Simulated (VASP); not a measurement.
Ru, 1 atom in the cell. Symmetry: C2/m, No. 12, monoclinic system. Conventional cell: a = 4.763 Å, b = 2.873 Å, c = 2.766 Å, α = 90.00°, β = 122.76°, γ = 90.00°. Around Ru (site symmetry 2/m) lie 12 Ru at 2.77 to 2.87 Å. This isn't the form of Ru at room conditions, which is hcp. The cell isn't the ideal one: strained and moved within a subgroup.

| Quantity | Value |
| --- | --- |
| Program | VASP 6.6.1 |
| Task | single point |
| Functional | PBEsol |
| Potentials or basis | VASP PAW PBE potentials, release 64 (Ru_pv) |
| Cutoff | 520 eV |
| k mesh | 16 × 16 × 16 |
| Occupations | gaussian, width 0.1 eV |
| Spin | no spin polarisation |
| Dipole correction | no |
| Further INCAR settings | ALGO = Fast; EDIFF = 1e-06; NBANDS = 13 |

Potentials or basis: VASP PAW PBE potentials, release 64 (Ru_pv).

The run is started by

```console
$ cat potpaw_PBE.64/Ru_pv/POTCAR > POTCAR
$ mpirun -np 1 vasp_std > vasp.out
```

Hardware: 1 thread of Intel(R) Xeon(R) Platinum 8488C (Sapphire Rapids), with other jobs on the host.

Q: How long does it take, and how much memory?

A: It took 94 s on 1 thread of Intel(R) Xeon(R) Platinum 8488C (Sapphire Rapids) (shared host), peak memory 0.32 GiB. Counts: scf iterations 12, k points 1098.
